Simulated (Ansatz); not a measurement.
A sublattice moved along a line in Al$_{3}$Cu

These are results of DFT PBEsol, scalar-relativistic, plane waves, PAW in Ansatz 0.2.0, not measurements. Settings: plane waves to 420 eV, k-mesh 18×18×6 (Γ-centred), Gaussian smearing 0.15 eV. No spin polarisation. Energies are free energies at this smearing, counted from the undisturbed cell; pressure is positive in compression.

The undisturbed cell (relaxed at this level; it needn't be the usual structure):

```
CELL_PARAMETERS angstrom
2.77968 0.00000 0.00000
0.00000 2.77968 0.00000
0.00000 0.00000 7.60296
ATOMIC_POSITIONS crystal
Al 0.00000 0.00000 0.50000
Al 0.50000 0.50000 0.22069
Al 0.50000 0.50000 0.77931
Cu 0.00000 0.00000 0.00000
```

Every Al atom is moved by x along the Cartesian unit vector (0.000, 0.000, -1.000); the cell and all other atoms stay fixed. The cell is metallic on the mesh throughout.

```tsv
x (Å)	ΔE (meV/cell)	force along x on the moved atoms (eV/Å)	pressure (GPa)
-0.2000	121.3	1.22	1.1
-0.1000	30.2	?	?
0.0000	0.0	0.00	0.0
0.0500	7.5	-0.30	0.1
0.1500	68.1	-0.91	0.6
0.1750	92.8	-1.06	0.9
```

By symmetry 0.2000 repeats -0.2000, -0.1500 repeats 0.1500, 0.1000 repeats -0.1000, -0.0500 repeats 0.0500 in energy; the slope of the energy along the path changes sign there.

Task: Give the withheld values.

Result: force along x on the moved atoms (eV/Å) at x (Å) = -0.1000: 0.61; pressure (GPa) at x (Å) = -0.1000: 0.3.